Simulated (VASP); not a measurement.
## From an Ansatz input to VASP: MgO (distorted zincblende)

Ansatz input

```yaml
crystal:
  lattice:
    - [-0.0557, 2.2986, 2.3323]
    - [2.1885, 0.0072, 2.2694]
    - [2.1939, 2.2411, 0.0018]
  atoms:
    - { symbol: Mg, position: [0.9867, 0.0312, 0.0102] }
    - { symbol: O, position: [0.287, 0.2674, 0.2281] }
kpoints:
  mp_grid: { grid: [8, 8, 8] }
hamiltonian:
  xc: pbesol
scf:
  occupations: { method: fermi_dirac, width: 0.02 }
  n_extra_bands: 4
output:
  forces: true
  stress: true
  eigenvalues: true
```

Task: Write VASP inputs for this cell and level of theory.

Result: 

INCAR

```
NELM = 120
GGA = PS
LASPH = .TRUE.
LCHARG = .FALSE.
ISIF = 2
ISMEAR = -1
LREAL = .FALSE.
NSW = 0
EDIFF = 1E-7
PREC = Accurate
NBANDS = 11
ENCUT = 520
LWAVE = .FALSE.
SIGMA = 0.02
IBRION = -1
```

KPOINTS

```
KPOINTS created by Atomic Simulation Environment
0
Gamma
8 8 8
0 0 0
```

POSCAR

```
Mg O
 1.0000000000000000
    -0.0557000000000000    2.2986000000000000    2.3323000000000000
     2.1884999999999999    0.0072000000000000    2.2694000000000001
     2.1939000000000002    2.2410999999999999    0.0018000000000000
 Mg  O
   1   1
Cartesian
  0.0356997900000000  2.2911124799999998  2.3721040499999999
  1.0696475900000000  1.1728183900000000  1.2766182400000001
```

VASP ran with the recommended PBE PAW datasets (8 valence electrons in the cell). Other inputs would serve too.

|  | Ansatz | VASP |
| --- | --- | --- |
| gap between bands v and c on the k mesh | 3.44 eV | 3.44 eV |
| least direct gap on the k mesh | 3.44 eV | 3.44 eV |
| pressure | 4.8 GPa | 4.6 GPa |
| largest force | 1.16 eV/Å | 1.18 eV/Å |

Each program uses its own PAW datasets. VASP's cell holds 8 valence electrons and Ansatz's 16. Ansatz's stress includes a Pulay correction; VASP's doesn't.
